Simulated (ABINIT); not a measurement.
# Rb (Im-3m) in ABINIT: further runs

The runs below take Rb through relaxation of cell and atoms, single point, with PBE, PBEsol.

Everything below comes from runs of ABINIT 10.8.3 (patched build). Logs are shortened: lines on timing, memory, paths and dates and some standing lists are left out, and cuts for length are marked. The log counts tension as positive stress, the text compression.

## 1. The structure

The structure is cubic, space group Im-3m (No. 229). Conventional cell: a = 5.605 Å, b = 5.605 Å, c = 5.605 Å, α = 90.00°, β = 90.00°, γ = 90.00°.

## 2. Relaxation of cell and atoms, PBE

Contents of run.abi:

```
# Pseudopotentials
pp_dirpath "./"
pseudos "Rb.upf"

# Structure
acell 4.8540723882 4.8540723882 4.8540723882 Angstrom
rprim
    -0.5773502692     0.5773502692     0.5773502692
     0.5773502692    -0.5773502692     0.5773502692
     0.5773502692     0.5773502692    -0.5773502692
ntypat 1
znucl 37
natom 1
typat 1
chkprim 0
chksymtnons 0
tolsym 1.0e-6
xred
            0.0            0.0            0.0

# Plane-wave basis
ecut 23.0
ecutsm 0.5

# k points
kptopt 1
ngkpt 5 5 5
nshiftk 1
shiftk 0.0 0.0 0.0

# Exchange and correlation
ixc 11

# Bands and occupations
nband 9
occopt 3
tsmear 0.05 eV

# SCF cycle
nstep 80
tolvrs 1.0e-12

# Output
iomode 3
prteig 0
prtebands 0
prtwf 0
prtden 0

# Relaxation
ionmov 2
optcell 2
ntime 50
tolmxf 2.0e-5
dilatmx 1.08
```

Potentials or basis: PseudoDojo NC SR PBE v0.4.1 standard.

Started as:

```console
$ abinit run.abi > log 2>&1
```

run.abo:

```text
.Version 10.8.3 of ABINIT
 Symmetries : space group Im -3 m (#229); Bravais cI (body-center cubic)
================================================================================
 Values of the parameters that define the memory need of the present run
     intxc =       0    ionmov =       2      iscf =       7    lmnmax =       6
     lnmax =       6     mgfft =      45  mpssoang =       3    mqgrid =    3001
     natom =       1  nloc_mem =       1    nspden =       1   nspinor =       1
    nsppol =       1      nsym =      48    n1xccc =    2501    ntypat =       1
    occopt =       3   xclevel =       2
       mpw =        3964          nfft =       91125          nkpt =          10
================================================================================
================================================================================

--------------------------------------------------------------------------------
------------- Echo of variables that govern the present computation ------------
--------------------------------------------------------------------------------
 -outvars: echo values of preprocessed input variables --------
            acell      9.1728674090E+00  9.1728674090E+00  9.1728674090E+00 Bohr
              amu      8.54678000E+01
          chkprim           0
      chksymtnons           0
          dilatmx      1.08000000E+00
             ecut      2.30000000E+01 Hartree
           ecutsm      5.00000000E-01 Hartree
           ionmov           2
              ixc          11
         kptrlatt        5    0    0      0    5    0      0    0    5
          kptrlen      4.58643370E+01
            natom           1
            nband           9
            ngfft          45      45      45
             nkpt          10
            nstep          80
             nsym          48
            ntime          50
           ntypat           1
           occopt           3
          optcell           2
           prtden           0
        prtebands           0
           prteig           0
            prtwf           0
            rprim     -5.7735026920E-01  5.7735026920E-01  5.7735026920E-01
                       5.7735026920E-01 -5.7735026920E-01  5.7735026920E-01
                       5.7735026920E-01  5.7735026920E-01 -5.7735026920E-01
          spgroup         229
           tolmxf      2.00000000E-05
           tolsym      1.00000000E-06
           tolvrs      1.00000000E-12
           tsmear      1.83746611E-03 Hartree
            typat      1
            znucl       37.00000

================================================================================

 chkinp: Checking input parameters for consistency.

================================================================================
== DATASET  1 ==================================================================

--- !DatasetInfo
iteration_state: {dtset: 1, }
dimensions: {natom: 1, nkpt: 10, mband: 9, nsppol: 1, nspinor: 1, nspden: 1, mpw: 3964, }
cutoff_energies: {ecut:  23.0, pawecutdg:  -1.0, }
electrons: {nelect:   9.00000000E+00, charge:   0.00000000E+00, occopt:   3.00000000E+00, tsmear:   1.83746611E-03, }
meta: {optdriver: 0, ionmov: 2, optcell: 2, iscf: 7, paral_kgb: 0, }
...

 Exchange-correlation functional for the present dataset will be:
  GGA: Perdew-Burke-Ernzerhof functional - ixc=11
  J.P.Perdew, K.Burke, M.Ernzerhof, PRL 77, 3865 (1996)

 Real(R)+Recip(G) space primitive vectors, cartesian coordinates (Bohr,Bohr^-1):
 R(1)= -5.2959575  5.2959575  5.2959575  G(1)=  0.0000000  0.0944116  0.0944116
 R(2)=  5.2959575 -5.2959575  5.2959575  G(2)=  0.0944116  0.0000000  0.0944116
 R(3)=  5.2959575  5.2959575 -5.2959575  G(3)=  0.0944116  0.0944116  0.0000000
 Unit cell volume ucvol=  5.9414638E+02 bohr^3
 Angles (23,13,12)=  1.09471221E+02  1.09471221E+02  1.09471221E+02 degrees

 getcut: wavevector=  0.0000  0.0000  0.0000  ngfft=  45  45  45
         ecut(hartree)=     26.827   => boxcut(ratio)=   2.05835

--- Pseudopotential description ------------------------------------------------
- pspini: atom type   1  psp file is ./Rb.upf
  37.00000   9.00000  171031                  znucl, zion, pspdat
12 -101130 2 -1 2308                          pspcod,pspxc,lmax,lloc,mmax
     nproj     2     2     2

   3.10092379E+02                                ecore*ucvol(ha*bohr**3)
--------------------------------------------------------------------------------

================================================================================

=== [ionmov= 2] Broyden-Fletcher-Goldfarb-Shanno method (forces)
================================================================================

--- Iteration: ( 1/50) Internal Cycle: (1/1)
--------------------------------------------------------------------------------

---SELF-CONSISTENT-FIELD CONVERGENCE--------------------------------------------

--- !BeginCycle
iteration_state: {dtset: 1, itime: 1, icycle: 1, }
solver: {iscf: 7, nstep: 80, nline: 4, wfoptalg: 0, }
tolerances: {tolvrs: 1.00E-12, }
...
[... 145 lines left out ...]
  0.00000000000000E+00  0.00000000000000E+00 -0.00000000000000E+00
 Scale of Primitive Cell (acell) [bohr]
  9.17367126112912E+00  9.17367126112912E+00  9.17367126112912E+00
 Real space primitive translations (rprimd) [bohr]
 -5.29642157207003E+00  5.29642157207003E+00  5.29642157207003E+00
  5.29642157207003E+00 -5.29642157207003E+00  5.29642157207003E+00
  5.29642157207003E+00  5.29642157207003E+00 -5.29642157207003E+00
 Unitary Cell Volume (ucvol) [Bohr^3]=  5.94302597737390E+02
 Angles (23,13,12)= [degrees]
  1.09471220634491E+02  1.09471220634491E+02  1.09471220634491E+02
 Lengths [Bohr]
  9.17367126112912E+00  9.17367126112912E+00  9.17367126112912E+00
 Stress tensor in cartesian coordinates (strten) [Ha/bohr^3]
 -2.89358850154276E-06  0.00000000000000E+00  0.00000000000000E+00
  0.00000000000000E+00 -2.89358850154308E-06  0.00000000000000E+00
  0.00000000000000E+00  0.00000000000000E+00 -2.89358850154287E-06
 Total energy (etotal) [Ha]= -2.70762833714924E+01

 Difference of energy with previous step (new-old):
           Absolute (Ha)=-4.54197E-07
           Relative     =-1.67747E-08

--- Iteration: ( 3/50) Internal Cycle: (1/1)
--------------------------------------------------------------------------------

---SELF-CONSISTENT-FIELD CONVERGENCE--------------------------------------------

--- !BeginCycle
iteration_state: {dtset: 1, itime: 3, icycle: 1, }
solver: {iscf: 7, nstep: 80, nline: 4, wfoptalg: 0, }
tolerances: {tolvrs: 1.00E-12, }
...
[... 60 lines left out ...]
  0.00000000000000E+00  0.00000000000000E+00 -0.00000000000000E+00
 Scale of Primitive Cell (acell) [bohr]
  9.26057436028868E+00  9.26057436028868E+00  9.26057436028868E+00
 Real space primitive translations (rprimd) [bohr]
 -5.34659509976322E+00  5.34659509976322E+00  5.34659509976322E+00
  5.34659509976322E+00 -5.34659509976322E+00  5.34659509976322E+00
  5.34659509976322E+00  5.34659509976322E+00 -5.34659509976322E+00
 Unitary Cell Volume (ucvol) [Bohr^3]=  6.11352763050564E+02
 Angles (23,13,12)= [degrees]
  1.09471220634491E+02  1.09471220634491E+02  1.09471220634491E+02
 Lengths [Bohr]
  9.26057436028868E+00  9.26057436028868E+00  9.26057436028868E+00
 Stress tensor in cartesian coordinates (strten) [Ha/bohr^3]
 -7.58285850780338E-08  0.00000000000000E+00  0.00000000000000E+00
  0.00000000000000E+00 -7.58285850780338E-08  0.00000000000000E+00
  0.00000000000000E+00  0.00000000000000E+00 -7.58285850779254E-08
 Total energy (etotal) [Ha]= -2.70763081080743E+01

 Difference of energy with previous step (new-old):
           Absolute (Ha)=-2.47366E-05
           Relative     =-9.13588E-07

 At Broyd/MD step   3, gradients are converged :
  max grad (force/stress) = 7.5829E-06 < tolmxf= 2.0000E-05 ha/bohr (free atoms)

================================================================================

 ----iterations are completed or convergence reached----

 Mean square residual over all n,k,spin=   64.739E-12; max=  52.639E-10
 reduced coordinates (array xred) for    1 atoms
       0.000000000000      0.000000000000      0.000000000000
 rms dE/dt=  0.0000E+00; max dE/dt=  0.0000E+00; dE/dt below (all hartree)
    1       0.000000000000      0.000000000000      0.000000000000

 cartesian coordinates (angstrom) at end:
    1      0.00000000000000     0.00000000000000     0.00000000000000

 cartesian forces (hartree/bohr) at end:
    1     -0.00000000000000    -0.00000000000000    -0.00000000000000
 frms,max,avg= 0.0000000E+00 0.0000000E+00   0.000E+00  0.000E+00  0.000E+00 h/b

 cartesian forces (eV/Angstrom) at end:
    1     -0.00000000000000    -0.00000000000000    -0.00000000000000
 frms,max,avg= 0.0000000E+00 0.0000000E+00   0.000E+00  0.000E+00  0.000E+00 e/A
 length scales=  9.260574360289  9.260574360289  9.260574360289 bohr
              =  4.900484908013  4.900484908013  4.900484908013 angstroms
 Fermi (or HOMO) energy (hartree) =   0.01865   Average Vxc (hartree)=  -0.20404
 Eigenvalues (hartree) for nkpt=  10  k points:
 kpt#   1, nband=  9, wtk=  0.00800, kpt=  0.0000  0.0000  0.0000 (reduced coord)
  -1.04521   -0.45869   -0.45869   -0.45869   -0.05562    0.15244    0.15244    0.15244
   0.18679
      occupation numbers for kpt#   1
   2.00000    2.00000    2.00000    2.00000    2.00000    0.00000    0.00000    0.00000
   0.00000
 prteigrs : prtvol=0 or 1, do not print more k-points.

--- !EnergyTerms
iteration_state     : {dtset: 1, itime: 3, icycle: 1, }
comment             : Components of total free energy in Hartree
kinetic             :  7.20332446457827E+00
hartree             :  7.09868814882477E+00
xc                  : -7.01432192131051E+00
Ewald energy        : -1.37834408586165E+01
psp_core            :  5.07223321438066E-01
local_psp           : -1.99858579571208E+01
non_local_psp       : -1.10148159655655E+00
internal            : -2.70758663987633E+01
'-kT*entropy'       : -4.41709310984749E-04
total_energy        : -2.70763081080743E+01
total_energy_eV     : -7.36783878043997E+02
band_energy         : -4.86106312193881E+00
...

 Cartesian components of stress tensor (hartree/bohr^3)
  sigma(1 1)= -7.58285851E-08  sigma(3 2)=  0.00000000E+00
  sigma(2 2)= -7.58285851E-08  sigma(3 1)=  0.00000000E+00
  sigma(3 3)= -7.58285851E-08  sigma(2 1)=  0.00000000E+00

-Cartesian components of stress tensor (GPa)         [Pressure=  2.2310E-03 GPa]
- sigma(1 1)= -2.23095400E-03  sigma(3 2)=  0.00000000E+00
- sigma(2 2)= -2.23095400E-03  sigma(3 1)=  0.00000000E+00
- sigma(3 3)= -2.23095400E-03  sigma(2 1)=  0.00000000E+00

== END DATASET(S) ==============================================================
================================================================================

 -outvars: echo values of variables after computation  --------
            acell      9.2605743603E+00  9.2605743603E+00  9.2605743603E+00 Bohr
           etotal     -2.7076308108E+01
            fcart     -0.0000000000E+00 -0.0000000000E+00 -0.0000000000E+00
            rprim     -5.7735026919E-01  5.7735026919E-01  5.7735026919E-01
                       5.7735026919E-01 -5.7735026919E-01  5.7735026919E-01
                       5.7735026919E-01  5.7735026919E-01 -5.7735026919E-01
           strten     -7.5828585078E-08 -7.5828585078E-08 -7.5828585078E-08
                       0.0000000000E+00  0.0000000000E+00  0.0000000000E+00
 Calculation completed.
```

Wall time 30 s (1 thread of Intel Xeon at 2.70GHz, shared host); peak memory 0.09 GiB.

Results:

| Item | Value |
| --- | --- |
| Free energy | -736.7839 eV |
| Relaxed volume | 90.59 Å³/atom |
| Relaxed cell | a = 4.900 Å, b = 4.900 Å, c = 4.900 Å, α = 109.47°, β = 109.47°, γ = 109.47° |
| Space group after relaxing (to 0.05 Å) | Im-3m (No. 229) |
| Energy gained by relaxing | 0.7 meV/atom |
| Ionic steps | 3 |
| Pressure after relaxing | 0.0 GPa |
| Band gap on the k mesh | none (metal or under the smearing width) |

Step by step:
```csv
step,energy change (eV),largest force (eV/Å),pressure (GPa),volume (Å³)
1,0.0000,0.0000,0.09,88.04
2,0.0000,0.0000,0.09,88.07
3,-0.0007,0.0000,0.00,90.59
```

Final structure:
```yaml
crystal:
  lattice:
    - [-2.82930, 2.82930, 2.82930]
    - [2.82930, -2.82930, 2.82930]
    - [2.82930, 2.82930, -2.82930]
  atoms:
    - { symbol: Rb, position: [0.00000, 0.00000, 0.00000] }
```

PBE usually gives volumes a little too large and moduli too small. Zero-point motion and thermal expansion aren't in these numbers.

## 3. Single point, PBE (cell relaxed)

Contents of run.abi:

```
# Pseudopotentials
pp_dirpath "./"
pseudos "Rb.upf"

# Structure
acell 3*1.0
rprim
    -5.3465950946     5.3465950946     5.3465950946
     5.3465950946    -5.3465950946     5.3465950946
     5.3465950946     5.3465950946    -5.3465950946
ntypat 1
znucl 37
natom 1
typat 1
xred
     0.0000000000     0.0000000000     0.0000000000
chkprim 0
chksymtnons 0
tolsym 1.0e-6

# Plane-wave basis
ecut 23.0

# k points
kptopt 1
ngkpt 5 5 5
nshiftk 1
shiftk 0.0 0.0 0.0

# Exchange and correlation
ixc 11

# Bands and occupations
nband 9
occopt 3
tsmear 0.05 eV

# SCF cycle
nstep 100
tolvrs 1.0e-10

# Output
iomode 3
prtwf 0
prteig 0
prtebands 0
enunit 2
prtvol 2
prtden 1
prtvha 1
prtvclmb 1
prtpot 1
prtelf 1
```

Potentials or basis: PseudoDojo NC SR PBE v0.4.1 standard.

Started as:

```console
$ abinit run.abi > log 2>&1
```

It took 7.9 s on 1 thread of Intel Xeon at 2.70GHz, shared host; peak memory 0.07 GiB.

The run converged. Its results:

```yaml
Free_energy: -736.7839 eV
Pressure: 0.0 GPa
Band_gap_on_the_k_mesh: none (metal or under the smearing width)
Valence_electrons_inside_the_program's_atomic_spheres: Rb 5.99 (radii [1.0584] Å)
```

Levels at points of the mesh, in eV from the Fermi level:
| k point | band 1 | band 2 | band 3 | band 4 | band 5 | band 6 | band 7 | band 8 |
| --- | --- | --- | --- | --- | --- | --- | --- | --- |
| (0.00, 0.00, 0.00) | -28.95 | -12.99 | -12.99 | -12.99 | -2.02 | 3.64 | 3.64 | 3.64 |

## 4. Relaxation of cell and atoms, PBEsol

Contents of run.abi:

```
# Pseudopotentials
pp_dirpath "./"
pseudos "Rb.GGA_PBE-JTH.xml"

# Structure
acell 3*1.0 Angstrom
rprim
    -2.8025000000     2.8025000000     2.8025000000
     2.8025000000    -2.8025000000     2.8025000000
     2.8025000000     2.8025000000    -2.8025000000
ntypat 1
znucl 37
natom 1
typat 1
chkprim 0
chksymtnons 0
tolsym 1.0e-6
xred
            0.0            0.0            0.0

# Plane-wave basis
ecut 16.0
pawecutdg 32.0
ecutsm 0.5

# k points
kptopt 1
ngkpt 5 5 5
nshiftk 1
shiftk 0.0 0.0 0.0

# Exchange and correlation
ixc -116133

# Bands and occupations
nband 9
occopt 3
tsmear 0.00183747

# SCF cycle
nstep 80
tolvrs 1.0e-10

# Output
iomode 3
prteig 0
prtebands 0
prtwf 0
prtden 0

# Relaxation
ionmov 2
optcell 2
ntime 50
tolmxf 2.0e-5
dilatmx 1.08
```

Potentials or basis: JTH PAW PBE v2.0.

Started as:

```console
$ abinit run.abi > log 2>&1
```

run.abo:

```text
.Version 10.8.3 of ABINIT
 Symmetries : space group Im -3 m (#229); Bravais cI (body-center cubic)
================================================================================
 Values of the parameters that define the memory need of the present run
     intxc =       0    ionmov =       2      iscf =      17    lmnmax =      13
     lnmax =       5     mgfft =      36  mpssoang =       3    mqgrid =    3001
     natom =       1  nloc_mem =       2    nspden =       1   nspinor =       1
    nsppol =       1      nsym =      48    n1xccc =       1    ntypat =       1
    occopt =       3   xclevel =       2
       mpw =        2318          nfft =       46656          nkpt =          10
 PAW method is used; the additional fine FFT grid is defined by:
   mgfftf=        54    nfftf =    157464
================================================================================
================================================================================

--------------------------------------------------------------------------------
------------- Echo of variables that govern the present computation ------------
[... 528 lines left out ...]
  sigma(2 2)= -9.38634912E-09  sigma(3 1)=  0.00000000E+00
  sigma(3 3)= -9.38634912E-09  sigma(2 1)=  0.00000000E+00

-Cartesian components of stress tensor (GPa)         [Pressure=  2.7616E-04 GPa]
- sigma(1 1)= -2.76155925E-04  sigma(3 2)=  0.00000000E+00
- sigma(2 2)= -2.76155925E-04  sigma(3 1)=  0.00000000E+00
- sigma(3 3)= -2.76155925E-04  sigma(2 1)=  0.00000000E+00

== END DATASET(S) ==============================================================
================================================================================

 -outvars: echo values of variables after computation  --------
            acell      9.1048146254E+00  9.1048146254E+00  9.1048146254E+00 Bohr
           etotal     -2.4366500781E+01
            fcart     -0.0000000000E+00 -0.0000000000E+00 -0.0000000000E+00
            rprim     -5.7735026919E-01  5.7735026919E-01  5.7735026919E-01
                       5.7735026919E-01 -5.7735026919E-01  5.7735026919E-01
                       5.7735026919E-01  5.7735026919E-01 -5.7735026919E-01
           strten     -9.3863491187E-09 -9.3863491190E-09 -9.3863491185E-09
                       0.0000000000E+00  0.0000000000E+00  0.0000000000E+00
 Calculation completed.
```

It took 37 s on 1 thread of Intel Xeon at 2.70GHz, shared host; peak memory 0.12 GiB.

Results:

- Free energy: -663.0463 eV
- Relaxed volume: 86.10 Å³/atom
- Relaxed cell: a = 4.818 Å, b = 4.818 Å, c = 4.818 Å, α = 109.47°, β = 109.47°, γ = 109.47°
- Space group after relaxing (to 0.05 Å): Im-3m (No. 229)
- Energy gained by relaxing: 0.4 meV/atom
- Ionic steps: 4
- Pressure after relaxing: 0.0 GPa
- Band gap on the k mesh: none (metal or under the smearing width)

The path:
| step | energy change (eV) | largest force (eV/Å) | pressure (GPa) | volume (Å³) |
| --- | --- | --- | --- | --- |
| 1 | 0.0000 | 0.0000 | -0.06 | 88.04 |
| 2 | 0.0000 | 0.0000 | -0.06 | 88.03 |
| 3 | -0.0004 | 0.0000 | -0.01 | 86.35 |
| 4 | -0.0004 | 0.0000 | 0.00 | 86.10 |

Final structure:
```yaml
crystal:
  lattice:
    - [-2.78171, 2.78171, 2.78171]
    - [2.78171, -2.78171, 2.78171]
    - [2.78171, 2.78171, -2.78171]
  atoms:
    - { symbol: Rb, position: [0.00000, 0.00000, 0.00000] }
```

Caveat: the PAW data sets were made with another functional, which shifts forces and pressure a little.

## 5. Overview

```tsv
task	level	potentials or basis	cell	cutoff (eV)	cell freedom (optcell)	optimiser (ionmov)	cutoff smearing ecutsm (Ha)	force stop (Ha/bohr)	fine-grid cutoff	gap on the mesh (eV)	pressure (GPa)	relaxed volume (Å³/atom)
relaxation of cell and atoms	PBE	PseudoDojo NC SR PBE v0.4.1 standard	relaxed	626	2	2	0.5	2e-05	-	none	0.0	90.59
single point	PBE	PseudoDojo NC SR PBE v0.4.1 standard	cell relaxed	626	-	-	-	-	-	none	0.0	-
relaxation of cell and atoms	PBEsol	JTH PAW PBE v2.0	relaxed	435	2	2	0.5	2e-05	870.764 eV	none	0.0	86.10
```

Alike in all rows: no spin polarisation; k mesh 5 × 5 × 5; smearing fermi-dirac 0.05 eV.

Caveats: the PAW data sets were made with another functional, which shifts forces and pressure a little (some runs).

Absolute energies hang on the potentials; compare differences alone.
